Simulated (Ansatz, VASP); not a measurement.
**Si3Mo in VASP and in Ansatz**

```xyz
4
Lattice="-2.5542 2.5542 2.5542 2.5542 -2.5542 2.5542 2.5542 2.5542 -2.5542" Properties=species:S:1:pos:R:3 pbc="T T T"
Si    2.5542    0.0000    0.0000
Si    0.0000    2.5542    0.0000
Si    0.0000    0.0000    2.5542
Mo    0.0000    0.0000    0.0000
```

Alike in both runs: functional PBE; k mesh 6 × 6 × 6; occupations gaussian, width 0.1 eV; no spin polarisation.

Ansatz relaxed the structure, and its values are those at the end. VASP's run is a single point on that final structure, the one shown.

|  | VASP | Ansatz |
| --- | --- | --- |
| version | VASP 6.6.1 | Ansatz 0.2.0 |
| potentials or method | VASP PAW PBE potentials, release 64 (Si, Mo_sv) | scalar-relativistic, plane waves, PAW |
| plane-wave cutoff (eV) | 520 | 420 |
| valence electrons in the cell | 26 | 26 |

|  | VASP | Ansatz | Ansatz less VASP |
| --- | --- | --- | --- |
| gap on the k mesh at the Fermi level (eV) | none | none | - |
| pressure (GPa) | 0.1 | 0.0 | -0.04 |

A gap of «none» marks a metal or a gap that the smearing closes.
